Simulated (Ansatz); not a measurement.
**InP (F-43m): dielectric-dependent hybrid calculation in Python**

A script is to give a dielectric-dependent hybrid calculation; the system is InP (F-43m).

The COD entry's cell or inner coordinates are ideal or old and differ from later refinements, so a difference from it is no clean test against experiment.

All numbers are computed with the Python package of Ansatz 0.2.0. The levels of theory stand in the script.

## 1. The system

It takes space group F-43m (No. 216, cubic). The conventional cell has a = 5.861 Å, b = 5.861 Å, c = 5.861 Å, α = 90.00°, β = 90.00°, γ = 90.00°. Around In (site symmetry -43m) lie 4 P at 2.54 Å. P (site symmetry -43m) is surrounded by 4 In at 2.54 Å.

No structure file is read: the coordinates are typed or built in the script.

## 2. The script

run_ddh.py

```python
# -*- coding: utf-8 -*-
'''A hybrid whose exact exchange is one over the dielectric constant of InP.'''

import ansatz
from ase import Atoms
import numpy as np

CUTOFF = 450
OCCUPATIONS = 'fixed'


def count_gap(report):
    # lowest empty less highest filled band, counting bands; zero where they overlap
    return max(report.get('gap_by_band_count_ev') or 0.0, 0.0)


def main():
    atoms = Atoms(
        ['In', 'P'],
        scaled_positions=[
            [0.0, 0.0, 0.0],
            [0.25, 0.25, 0.25],
        ],
        cell=[
            [0.0, 2.9305, 2.9305],
            [2.9305, 0.0, 2.9305],
            [2.9305, 2.9305, 0.0],
        ],
        pbc=True,
    )
    structure = ansatz.Crystal.from_ase(atoms)

    calc = (
        structure.calculation()
        .basis(CUTOFF)
        .kpoints(4, center='gamma')
        .occupations(OCCUPATIONS)
        .band_table()
    )
    semilocal = calc.functional('pbesol').run(threads=1, pin='off').report
    hybrid = calc.functional(exchange='pbesol', correlation='pbesol', exact_fraction='inverse_dielectric').run(threads=1, pin='off').report
    alpha = hybrid['hybrid']['exact_exchange_fraction']
    print(f'fraction of exact exchange {alpha:.4f}, so eps_inf = {1 / alpha:.2f}')
    print(f'gap by band count: {count_gap(semilocal):.3f} eV semilocal, {count_gap(hybrid):.3f} eV hybrid')


if __name__ == '__main__':
    main()
```

## 3. The calls as engine input

The engine receives this input (first run):

```yaml
crystal:
  lattice:
    - [0.0, 2.9305, 2.9305]
    - [2.9305, 0.0, 2.9305]
    - [2.9305, 2.9305, 0.0]
  atoms:
    - { symbol: In, position: [0.0, 0.0, 0.0] }
    - { symbol: P, position: [0.25, 0.25, 0.25] }
basis:
  ecutwfc: 450.0
kpoints:
  mp_grid:
    grid: [4, 4, 4]
    shift: [0.0, 0.0, 0.0]
hamiltonian:
  xc: pbesol
scf:
  occupations:
    method: fixed
output:
  eigenvalues: true
```

## 4. Running it

Launch:

```bash
$ python run_ddh.py
```

The program printed:

```text
fraction of exact exchange 0.0877, so eps_inf = 11.41
gap by band count: 0.600 eV semilocal, 1.106 eV hybrid
```

It took 21 s on 1 thread of Arm Neoverse V2, shared host; peak memory 0.86 GiB.

## 5. Inputs of later runs

The engine's inputs for the other runs:

Run 2, against run 1:

```diff
@@ -16 +16,5 @@
-  xc: pbesol
+  xc:
+    exchange: pbesol
+    correlation: pbesol
+    exx:
+      coeff: inverse_dielectric
```

## 6. Run by run

From the records of these 2 runs:

```tsv
run	functional	hamiltonian.xc.exchange	hamiltonian.xc.correlation	energy (eV/atom)	gap on the mesh (eV)	SCF cycles	CPU time (s)
1	pbesol	not set	not set	-3132.8746	0.60	6	0.52
2	not set	pbesol	pbesol	-3137.9518	1.11	10	18
```

Totals hang on method, basis and potentials, so only like runs compare.

## 7. Outcome

| quantity | value |
| --- | --- |
| runs compared | 2 |
| gap on the mesh | 0.60 (pbesol) to 1.11 eV (the functional composed in the script) |

In words: The fraction is 0.0877, one over a mean dielectric constant (a third of the trace) of 11.41. It opens the gap from 0.600 to 1.106 eV, by 0.51 eV. The k-point mesh is coarse, and energy and stress weren't tested for convergence. Of the deposited cell: the entry's cell lengths or inner coordinates differ somewhat from later room-temperature determinations. Gaps and levels are Kohn-Sham values on a finite set of k-points, without spin-orbit coupling. The gaps are those of a coarse mesh; the run finds the dielectric constant of the semilocal functional on meshes of its own.
